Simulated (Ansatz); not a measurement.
AlNi3:

```
CELL_PARAMETERS angstrom
0.00000 2.80189 2.80189
2.80189 0.00000 2.80189
2.80189 2.80189 0.00000
ATOMIC_POSITIONS crystal
Ni 0.75000 0.75000 0.75000
Ni 0.00000 0.00000 0.00000
Ni 0.25000 0.25000 0.25000
Al 0.50000 0.50000 0.50000
```

The cell comes from a database or a generator and needn't be the stable form of this composition.

Base run:

| Property | Result |
| --- | --- |
| Program | Ansatz 0.2.0 |
| Functional | PBEsol |
| Potentials or basis | Ansatz PAW |
| Cutoff | 420 eV (not typed: the program's choice for these potentials) |
| k mesh | 7 × 7 × 7 |
| Occupations | fermi-dirac, width 0.05 eV |
| Spin | collinear spin, ferromagnetic start |
| Starting moments | [1.5, 1.5, 1.5, 0.0] μB |
| Fixed moment | 4.5 μB |

Its results: pressure 13.7 GPa; site moments Ni +1.23, +1.35; Al +0.17 μB.

Task: After a change of settings the same cell gave: pressure 3.3 GPa; site moments Ni +0.64, +0.79; Al +0.03 μB. Which change was it?
A. fixed moment from 4.5 μB to 3.8 μB; moments at the start from [1.5, 1.5, 1.5, 0.0] to [1.27, 1.27, 1.27, 0.0]
B. fixed moment from 4.5 μB to 6 μB; moments at the start from [1.5, 1.5, 1.5, 0.0] to [2.0, 2.0, 2.0, 0.0]
C. fixed moment from 4.5 μB to 2.2 μB; moments at the start from [1.5, 1.5, 1.5, 0.0] to [0.73, 0.73, 0.73, 0.0]
D. fixed moment from 4.5 μB to 1.5 μB; moments at the start from [1.5, 1.5, 1.5, 0.0] to [0.5, 0.5, 0.5, 0.0]

Result: C.

Caveats: the total moment is fixed, so each spin has its own Fermi level; the PAW data sets come from PBE, with cores solved anew for the run's functional, which leaves a small shift of forces and pressure; the thresholds are loose for stress.
